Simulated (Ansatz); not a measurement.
The system is Cl.

```
Cl
1.0
     3.14500   -2.25000    0.00000
     3.14500    2.25000    0.00000
     0.00000    0.00000    8.21000
Cl
4
Direct
  0.37000 0.63000 0.40000
  0.13000 0.87000 0.90000
  0.63000 0.37000 0.60000
  0.87000 0.13000 0.10000
```

| Item | Value |
| --- | --- |
| Program | Ansatz 0.2.0 |
| Task | relaxation of cell and atoms |
| Functional | PBE |
| Potentials or basis | Ansatz PAW |
| Cutoff | 420 eV (not typed: the program's choice for these potentials) |
| k mesh | 7 × 7 × 4 |
| Occupations | fermi-dirac, width 0.05 eV |
| Spin | no spin polarisation |

At the start: volume 29.05 Å³/atom.

Where does the relaxation end?

It ends after 14 steps and the volume is 35.43 Å³/atom (+22.0 %); space group Cmce (No. 64, to 0.05 Å).

The path:
```tsv
step	energy change (eV)	largest force (eV/Å)	volume (Å³)
1	0.0000	0.0976	116.19
2	-0.0421	0.0322	122.62
3	-0.0628	0.0300	129.93
4	-0.0729	0.1437	132.13
5	-0.0764	0.0132	134.98
6	-0.0783	0.0127	134.75
7	-0.0784	0.0074	134.36
8	-0.0784	0.0006	133.82
9	-0.0840	0.0011	133.82
10	-0.0867	0.0047	136.85
11	-0.0877	0.0314	140.84
12	-0.0879	0.0069	141.98
13	-0.0880	0.0027	141.72
14	-0.0884	0.0026	141.72
```

Final structure:
```
CELL_PARAMETERS angstrom
3.95598 -2.14750 0.00000
3.95598 2.14750 0.00000
0.00000 0.00000 8.34087
ATOMIC_POSITIONS crystal
Cl 0.38660 0.61340 0.39353
Cl 0.11340 0.88660 0.89353
Cl 0.61340 0.38660 0.60647
Cl 0.88660 0.11340 0.10647
```

Caveat: the volume moved by over 15 % at a fixed basis, so the end points are rough; the plane-wave basis is chosen anew once the cell has moved, so the energies of steps on either side of that aren't comparable.
